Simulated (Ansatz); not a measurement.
Ge:

```xyz
2
Lattice="1.4881 -2.5947 0.0000 1.4881 2.5947 0.0000 0.0000 0.0000 4.7276" Properties=species:S:1:pos:R:3 pbc="T T T"
Ge    1.4881    0.8643    1.1819
Ge    1.4881   -0.8643    3.5457
```

This isn't the form of Ge at room conditions, which is diamond.

| Property | Result |
| --- | --- |
| Program | Ansatz 0.2.0 |
| Task | relaxation of cell and atoms |
| Functional | PBEsol |
| Dispersion | D3(BJ) |
| Potentials or basis | Ansatz PAW |
| Cutoff | 420 eV (not typed: the program's choice for these potentials) |
| k mesh | 10 × 10 × 6 |
| Occupations | fermi-dirac, width 0.05 eV |
| Spin | no spin polarisation |

At the start: volume 18.25 Å³/atom.

Question: Where does the relaxation end?

Answer: It ends after 20 steps and the volume is 17.68 Å³/atom (-3.1 %); space group P6/mmm (No. 191, to 0.05 Å).

Step by step:
```csv
step,energy change (eV),largest force (eV/Å),volume (Å³)
1,0.0000,0.0006,36.51
2,-0.0128,0.0082,34.50
3,-0.0170,0.0092,35.23
4,-0.0174,0.0119,35.24
5,-0.0181,0.0146,35.20
6,-0.0198,0.0444,35.10
7,-0.0425,0.1003,34.97
8,-0.0711,0.1128,34.58
9,-0.1123,0.0596,34.31
10,-0.1289,0.0961,35.15
11,-0.1474,0.0217,35.78
12,-0.1500,0.0055,35.17
13,-0.1510,0.0416,34.85
14,-0.1563,0.0090,35.44
15,-0.1568,0.0026,35.41
16,-0.1569,0.0006,35.36
17,-0.1569,0.0002,35.35
18,-0.1572,0.0002,35.35
19,-0.1573,0.0001,35.37
20,-0.1573,0.0001,35.37
```

Final structure:
```xyz
2
Lattice="1.4070 -2.4370 0.0000 1.4070 2.4370 0.0000 0.0000 0.0000 5.1571" Properties=species:S:1:pos:R:3 pbc="T T T"
Ge    1.4070   -0.0002    1.2893
Ge    1.4070    0.0002    3.8678
```

Caveat: the plane-wave basis is chosen anew once the cell has moved, so the energies of steps on either side of that aren't comparable; pairwise dispersion overbinds metals, which lowers pressure and volume; the PAW data sets come from PBE, with cores solved anew for the run's functional, which leaves a small shift of forces and pressure.
